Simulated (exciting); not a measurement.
**MgS: equation of state with PBE**

Crystal: MgS.

```xyz
2
Lattice="0.0000 2.8331 2.8331 2.8331 0.0000 2.8331 2.8331 2.8331 0.0000" Properties=species:S:1:pos:R:3 pbc="T T T"
S     1.4166    1.4166    1.4166
Mg    0.0000    0.0000    0.0000
```

The cell comes from a database or a generator and needn't be the stable form of this composition.

| Item | Value |
| --- | --- |
| Program | exciting (release sodium) |
| Task | equation of state |
| Functional | PBE |
| Potentials or basis | all-electron LAPW+lo, shipped species files, valence relativity iora* |
| rgkmax | 7.5 |
| k mesh | 8 × 8 × 8 |
| Occupations | fermi-dirac, width 0.05 eV |
| Spin | no spin polarisation |

```yaml
Equilibrium_volume: 23.14 Å³/atom
Bulk_modulus: 55 GPa
Pressure_derivative_of_the_bulk_modulus: "3.8 (rough: it moves with the points fitted)"
```

Energy against volume, from the lowest point:
```tsv
volume (Å³/atom)	energy (meV/atom)
21.376	26.33
21.831	14.07
22.285	5.68
22.740	1.19
23.195	0.00
23.650	1.84
24.105	6.48
```
